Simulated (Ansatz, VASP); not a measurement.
# One calculation of MgO, two programs

The input INCAR:

```
SYSTEM = MgO
PREC = Accurate ; ENCUT = 520
EDIFF = 1E-6 ; ISMEAR = -1
SIGMA = 0.05 ; LREAL = .FALSE.
LASPH = .TRUE. ; NELM = 80
ALGO = Normal ; ISIF = 2
LWAVE = .FALSE. ; LCHARG = .FALSE.
GGA = PE ; NBANDS = 11
```

The input KPOINTS:

```
Automatic mesh
0
G
  9 9 9
  0 0 0
```

The input POSCAR:

```
MgO
1.0
    0.0000000000      2.1040000000      2.1040000000
    2.1040000000      0.0000000000      2.1040000000
    2.1040000000      2.1040000000      0.0000000000
Mg O
1 1
Direct
    0.0000000000      0.0000000000      0.0000000000
    0.5000000000      0.5000000000      0.5000000000
```

Input for Ansatz:

```yaml
crystal:
  lattice:
    - [0.0, 2.104, 2.104]
    - [2.104, 0.0, 2.104]
    - [2.104, 2.104, 0.0]
  atoms:
    - { symbol: Mg, position: [0.0, 0.0, 0.0] }
    - { symbol: O, position: [0.5, 0.5, 0.5] }
hamiltonian:
  xc: pbe
  pseudopotentials: { kind: paw }
basis:
  ecutwfc: 420
kpoints:
  mp_grid: { grid: [9, 9, 9] }
scf:
  occupations: { method: fermi_dirac, width: 0.05 }
  lower_state_search: "off"
  algorithm: density_mixing
  max_iter: 70
  mixing: { algorithm: msr1, preconditioner: resta }
output:
  forces: true
  stress: true
```

Alike in both runs: task single point; functional PBE; k mesh 9 × 9 × 9; occupations fermi-dirac, width 0.05 eV; no spin polarisation.

|  | VASP | Ansatz |
| --- | --- | --- |
| version | VASP 6.6.1 | Ansatz 0.2.0 |
| potentials or method | VASP PAW PBE potentials, release 64 (Mg, O) | PAW, plane waves, scalar-relativistic |
| plane-wave cutoff (eV) | 520 | 420 |
| valence electrons in the cell | 8 | 16 |

```tsv
	VASP	Ansatz	Ansatz less VASP
pressure (GPa)	4.4	5.2	+0.73
```

The two sets of potentials don't hold the same shells in valence.
